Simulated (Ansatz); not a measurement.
The guess for SnSe2 was made by a generator: random cell by space group and Wyckoff sites (P6mm, No. 183). Its size is a rough estimate.

```cif
data_structure
_symmetry_space_group_name_H-M 'P6mm'
_symmetry_Int_Tables_number 183
_cell_length_a 5.4251
_cell_length_b 5.4251
_cell_length_c 6.9184
_cell_angle_alpha 90.000
_cell_angle_beta 90.000
_cell_angle_gamma 120.000
_cell_volume 176.34
loop_
_atom_site_label
_atom_site_type_symbol
_atom_site_symmetry_multiplicity
_atom_site_Wyckoff_symbol
_atom_site_fract_x
_atom_site_fract_y
_atom_site_fract_z
_atom_site_occupancy
Sn1 Sn 2 b 0.33333 0.66667 0.94233 1
Se1 Se 3 c 0.50000 0.00000 0.45199 1
Se2 Se 1 a 0.00000 0.00000 0.62787 1
```

Theory: DFT PBE, scalar-relativistic, plane waves, PAW (Ansatz 0.2.0). Cutoff 420 eV, Gaussian smearing, Γ-centred meshes. Cell and atoms relax first on a coarse mesh and then on a finer one. In between, the cell is made exact in the group found at 0.06 Å. In metals the finer mesh still leaves noise of several meV/atom or more. The steps can't lower the symmetry of their start. No spin polarisation.

A guess keeps its type if space group and coordination stay and the shape of the cell changes little (axis ratios within about 15 %, angles within 6°); the volume may change.

Question: Does it keep its structure type, or change into something else?

Answer: It doesn't keep its type. The symmetry stays P6mm (No. 183). The volume per atom shrinks by 12.0 %, from 29.4 to 25.9 Å³. The shortest distance goes from 2.71 Å (Se–Se) to 2.77 Å (Se–Se). The ratio c/a of the conventional cell changes by a factor of 0.82. Counting neighbours within 15 % of an atom's shortest distance, the start has Se 6, Sn 3 and the end Se 6, Sn 12. In detail, at the end around Sn lie 6 Se at 3.18–3.21 Å, 3 Sn at 3.20 Å and 3 Se at 3.48 Å; Se on a site of symmetry 2mm is surrounded by 4 Se at 2.77 Å, 2 Sn at 3.18 Å and 2 Sn at 3.48 Å; Se on a site of symmetry 6mm has 6 Sn at 3.21 Å.

```cif
data_structure
_symmetry_space_group_name_H-M 'P6mm'
_symmetry_Int_Tables_number 183
_cell_length_a 5.5443
_cell_length_b 5.5443
_cell_length_c 5.8322
_cell_angle_alpha 90.000
_cell_angle_beta 90.000
_cell_angle_gamma 120.000
_cell_volume 155.26
loop_
_atom_site_label
_atom_site_type_symbol
_atom_site_symmetry_multiplicity
_atom_site_Wyckoff_symbol
_atom_site_fract_x
_atom_site_fract_y
_atom_site_fract_z
_atom_site_occupancy
Sn1 Sn 2 b 0.33333 0.66667 0.91603 1
Se1 Se 3 c 0.50000 0.00000 0.38672 1
Se2 Se 1 a 0.00000 0.00000 0.87628 1
```

Formation energies are uncorrected and refer to the elements' standard structures at the same level. The references include grey tin.

Question: At what energy does it end?

Answer: +0.06 eV/atom. A positive value: parting into the elements would lower its energy.

The last run used a 12×12×6 mesh (in the run's order of axes) for its 6-atom cell and Gaussian smearing of 0.10 eV. The reference form of Se is held partly by dispersion forces, which this level lacks. A structure relaxed within its symmetry needn't be a true minimum. Another cell of SnSe2 relaxed alike, in P-3m1 (a cell as deposited in COD), lies 0.40 eV/atom lower, so this cell isn't the stable form at this level.
